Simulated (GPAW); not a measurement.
## GaN: single point with LDA

**Experimental background.**

From “Studying electronic properties in GaN without electrical contacts using γ-γ vs e−-γ Perturbed Angular Correlations”, 2019, pmc:6823545, for a bulk crystal of GaN: band gap 3.503 ± 0.005 eV (direct).

Crystal: GaN.

```
Ga N
1.0
     3.18000    0.00000    0.00000
    -1.59000    2.75396    0.00000
     0.00000    0.00000    5.16600
Ga N
2 2
Direct
  0.66667 0.33333 0.50000
  0.33333 0.66667 0.00000
  0.66667 0.33333 0.87500
  0.33333 0.66667 0.37500
```

```yaml
Program: GPAW 26.7.0
Task: single point
Functional: LDA
Potentials_or_basis: the program's PAW data sets (release 1.2.1) made for this functional
Cutoff: 600 eV
Basis: pw
k_mesh: 8 × 8 × 4
Occupations: fermi-dirac, width 0.01 eV
Spin: no spin polarisation
```

```
Pressure               : -2.7 GPa
Largest force          : 0.169 eV/Å
Band gap on the k mesh : 2.08 eV, direct
```

Forces in eV/Å, atoms in the order of the input:
```
Ga   0.000  0.000 -0.169
Ga   0.000  0.000 -0.169
N    0.000  0.000  0.166
N    0.000  0.000  0.166
```

Stress tensor (GPa, compression positive):
```
-3.40  0.00  0.00
 0.00 -3.40  0.00
 0.00  0.00 -1.17
```

Levels at points of the mesh, in eV from the valence-band top:
| k point | band 5 | band 6 | band 7 | band 8 | band 9 | band 10 | band 11 | band 12 |
| --- | --- | --- | --- | --- | --- | --- | --- | --- |
| (0.00, 0.00, 0.00) | -1.08 | -0.07 | 0.00 | 0.00 | 2.08 | 4.30 | 9.23 | 9.82 |
| (0.00, 0.00, 0.50) | -0.56 | -0.56 | -0.56 | -0.56 | 4.34 | 4.34 | 8.49 | 8.49 |
| (0.50, 0.50, 0.00) | -4.31 | -2.77 | -2.33 | -1.00 | 4.99 | 5.63 | 6.04 | 8.68 |
| (0.50, 0.50, 0.50) | -1.97 | -1.97 | -1.94 | -1.94 | 4.38 | 4.38 | 7.79 | 7.79 |

Run time: 19 s on 1 thread of Arm Neoverse V1, with other jobs on the host, peak memory 0.16 GiB.

Measured gap of GaN: 3.503 eV (direct; quoted in “Studying electronic properties in GaN without electrical contacts using γ-γ vs e−-γ Perturbed Angular Correlations”, 2019, pmc:6823545). This calculation gives 2.08 eV (-1.42 eV). Spin-orbit coupling on Ga is left out. The value is that of LDA, without temperature or zero-point motion. Semilocal functionals fall short of measured gaps as a rule.

Caveat: the cutoff is short for stress and forces, so pressures can be off by a GPa or more.
